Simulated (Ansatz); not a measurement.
Runs of Ansatz 0.2.0 on CuO (Tenorite). Symmetry: C2/c, No. 15, monoclinic system. The conventional cell has a = 4.684 Å, b = 3.423 Å, c = 5.129 Å, α = 90.00°, β = 99.54°, γ = 90.00°. Around Cu (site symmetry -1) lie 4 O at 1.95 to 1.96 Å. Around O (site symmetry 2) lie 4 Cu at 1.95 to 1.96 Å. 

```tsv
task	level	cell	k mesh	points for each segment of the path	atoms under strain	gap on the mesh (eV)	pressure (GPa)	relaxed volume (Å³/atom)	largest force (eV/Å)
relaxation of cell and atoms	revPBE	relaxed	10 × 10 × 5	-	-	-	0.0	11.50	-
band structure	BLYP	as given	10 × 10 × 5	14	-	none	12.5	-	0.23
relaxation of cell and atoms	BLYP	relaxed	10 × 10 × 5	-	-	none	0.0	(b)	-
elastic constants	LDA	as given	7 × 7 × 4	-	relaxed	none	-6.7	-	-
elastic constants	PBEsol	as given	7 × 7 × 4	-	clamped	none	(a)	-	0.38
```

Alike in all rows: potentials or basis Ansatz PAW; no spin polarisation; cutoff (eV) 420; smearing fermi-dirac 0.05 eV.

Question: Fill in the values left out.

Answer: (a) -2.7; (b) 11.65.

Caveats: the run has no spin polarisation, though such a crystal can be magnetic; the PAW data sets come from PBE, with cores solved anew for the run's functional, which leaves a small shift of forces and pressure; semilocal functionals often make such compounds metallic where correlation or magnetic order opens a gap, which also shifts bond lengths (some runs); the plane-wave basis is chosen anew once the cell has moved, so the energies of steps on either side of that aren't comparable (some runs); elastic constants of metals need much finer meshes, so these are rough (some runs); the volume moved by +13 % from the deposited cell, more than functionals usually miss (some runs); the volume moved by +15 % from the deposited cell, more than functionals usually miss (some runs).

A gap of «none» marks a metal or a gap under the smearing width.

Runs at the PBE level aren't shown here.
